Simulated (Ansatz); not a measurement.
**Density of states of NbP**

```yaml
crystal:
  lattice:
    - [3.44193, 0.00000, 0.00000]
    - [-1.72097, 2.98080, 0.00000]
    - [0.00000, 0.00000, 7.67504]
  atoms:
    - { symbol: Nb, position: [0.33333, 0.66667, 0.03050] }
    - { symbol: Nb, position: [0.66667, 0.33333, 0.53050] }
    - { symbol: P, position: [0.33333, 0.66667, 0.34550] }
    - { symbol: P, position: [0.66667, 0.33333, 0.84550] }
```

The cell was built from the wurtzite type and relaxed in the same program, and has space group P6_3mc; it needn't be a known or the stable phase.

The calculation used Ansatz 0.2.0, DFT, PBE, all-electron LAPW, scalar-relativistic.

Numerical set-up: a Γ-centred 12×12×7 k mesh, Fermi–Dirac smearing of 0.03 eV, basis error target 0.5 meV/atom, no spin polarisation.

Task: Which of the resolved shells contributes most within 0.3 eV of the Fermi level?

Result: Nb 4d, with 81 % of all states there; P 3p follows with 11 %.

Task: Where is the centre of the filled Nb 4d states between -14 eV and the top of the filled states?

Result: -2.72 eV from the Fermi level.

Task: Tabulate the density of states.

Result: States per eV and cell, averaged over 0.4 eV, from -9.8 to 3.6 eV, with energies (bin centres) from the Fermi level; empty bins are left out. The partial columns, the largest 5 alone, are projections on Löwdin-orthogonalised atomic shells (those that the program's projection atoms carry: the occupied ones and, for some elements, an empty d or f shell; other empty shells have no column), summed over atoms of an element. Weights on diffuse s and p shells depend on that basis and aren't pure angular character.
| E (eV) | total | Nb 4d | P 3p | P 3s | Nb 5s | Nb 4p |
| --- | --- | --- | --- | --- | --- | --- |
| -9.7 | 2.35 | 0.49 | 0.02 | 1.75 | 0.04 | 0.03 |
| -5.3 | 0.09 | 0.01 | 0.06 | 0.00 | 0.02 | 0.00 |
| -4.9 | 2.43 | 0.77 | 1.40 | 0.03 | 0.18 | 0.02 |
| -4.5 | 6.01 | 2.06 | 3.37 | 0.07 | 0.38 | 0.05 |
| -4.1 | 1.49 | 0.55 | 0.82 | 0.01 | 0.08 | 0.01 |
| -3.7 | 2.50 | 0.92 | 1.40 | 0.02 | 0.12 | 0.02 |
| -3.3 | 3.93 | 1.44 | 2.22 | 0.07 | 0.11 | 0.05 |
| -2.9 | 3.01 | 1.13 | 1.65 | 0.06 | 0.10 | 0.04 |
| -2.5 | 4.57 | 1.99 | 2.40 | 0.06 | 0.05 | 0.03 |
| -2.1 | 4.15 | 2.07 | 1.97 | 0.03 | 0.02 | 0.02 |
| -1.7 | 1.79 | 1.03 | 0.73 | 0.00 | 0.01 | 0.01 |
| -1.3 | 1.42 | 1.10 | 0.25 | 0.01 | 0.03 | 0.00 |
| -0.9 | 4.63 | 3.80 | 0.41 | 0.04 | 0.20 | 0.01 |
| -0.5 | 3.36 | 2.67 | 0.33 | 0.04 | 0.12 | 0.01 |
| -0.1 | 1.07 | 0.90 | 0.09 | 0.01 | 0.03 | 0.00 |
| 0.3 | 4.58 | 3.63 | 0.52 | 0.09 | 0.14 | 0.01 |
| 0.7 | 3.95 | 3.10 | 0.46 | 0.07 | 0.12 | 0.01 |
| 1.1 | 3.08 | 2.20 | 0.55 | 0.05 | 0.11 | 0.01 |
| 1.5 | 2.86 | 1.98 | 0.58 | 0.06 | 0.10 | 0.01 |
| 1.9 | 2.85 | 1.91 | 0.64 | 0.05 | 0.09 | 0.01 |
| 2.3 | 2.24 | 1.65 | 0.23 | 0.13 | 0.08 | 0.00 |
| 2.7 | 2.95 | 2.03 | 0.50 | 0.18 | 0.11 | 0.00 |
| 3.1 | 4.39 | 2.70 | 1.10 | 0.22 | 0.13 | 0.01 |
| 3.5 | 2.18 | 1.14 | 0.72 | 0.12 | 0.03 | 0.00 |
